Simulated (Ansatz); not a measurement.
**SiC4 and its competing phases**

The calculation used DFT PBE, scalar-relativistic, plane waves, PAW (Ansatz). All cells share a 420 eV cutoff and Γ-centred k meshes spaced at most about 0.3 Å⁻¹ (about 0.25 or finer for metals, 2π included). No spin polarisation.

Formation energies are uncorrected and refer to the elements' standard structures at the same level.

All energies are static (0 K, no zero-point motion). The reference form of C is held partly by dispersion forces, which this level lacks.

The competitors are the elements and 1 reference phase of this chemical system (from databases or known types: SiC), relaxed at the same level; other known phases may be missing.

The candidate was reached from: a relaxed cell, shaken at random and relaxed again.

```
CELL_PARAMETERS angstrom
2.71070 0.00000 0.00000
-1.35535 2.34754 0.00000
0.00000 0.00000 5.79428
ATOMIC_POSITIONS crystal
Si 0.00000 0.00000 0.50000
C 0.33333 0.66667 0.69847
C 0.66667 0.33333 0.05020
C 0.33333 0.66667 0.94980
C 0.66667 0.33333 0.30153
```

Problem. Into what would it decompose?

Solution. Its formation energy is 0.745 eV/atom. The lowest competing mixture at this composition is this:

```
phase       space group             source  share of atoms  ΔE_f (eV/atom)
    C                 -            element          0.6000         -0.0002
  SiC  P6_3mc (No. 186)  Materials Project          0.4000          -0.204
```

The lowest database cell of C (-0.0002) lies slightly below the reference, hence the non-zero entry.

The mixture lies at -0.082 eV/atom, and the candidate lies 0.83 eV/atom above it. The candidate matches no cell in the subsets of the Crystallography Open Database and the Materials Project at hand. The margin is far too high for a likely synthesis. It holds C–C nets (shortest 1.46 Å).
